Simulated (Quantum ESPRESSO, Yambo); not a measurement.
Planning a run of Yambo 5.3.0 on SnS2 (1T monolayer). The input:

```
optics
chi
dipoles
rim_cut
RandQpts= 3000000
RandGvec= 100 RL
CUTGeo= "slab z"
Chimod= "HARTREE"
% QpntsRXd
 1 | 1 |
%
% BndsRnXd
 1 | 238 |
%
NGsBlkXd= 3 Ry
% EnRngeXd
 0 | 20 | eV
%
% DmRngeXd
 0.2 | 0.2 | eV
%
ETStpsXd= 201
% LongDrXd
 1 | 0 | 0 |
%
% XfnQP_E
 1.57 | 1.0 | 1.0 |
%
```

```sh
OMP_NUM_THREADS=1 mpirun -n 8 yambo -F optics7.in -J optics7 -C optics7 > optics7.log
```

The stored states that it reads are on a 6×6×1 mesh. The cell holds 3 atoms: 1 Sn and 2 S. Cell: a = 3.705 Å, b = 3.705 Å, c = 15.000 Å, α = 90.0°, β = 90.0°, γ = 120.0°. Vacuum lies along c.

Q: Estimate wall time and host memory on 8 MPI ranks of Arm Neoverse N1, shared host.

It took 74 s; on shared hardware allow 37 s to 2.5 min. Peak host memory was 7.0 GiB.

[Paths, hosts, dates, memory and timing lines, banners, echoed tables and standing remarks are left out of the program output.]

[Logs are printed without paths, hosts, clocks, repeated set-up lines and the standing remarks that a program may print on its own settings, such as how far it seeks lower states.]

[Runs of the session that timed out or met a known fault of the program may be left out.]

[Hosts, paths, dates, database ids (printed as entryN), source tags and the programs' standing remarks are cut or masked in the printed files.]
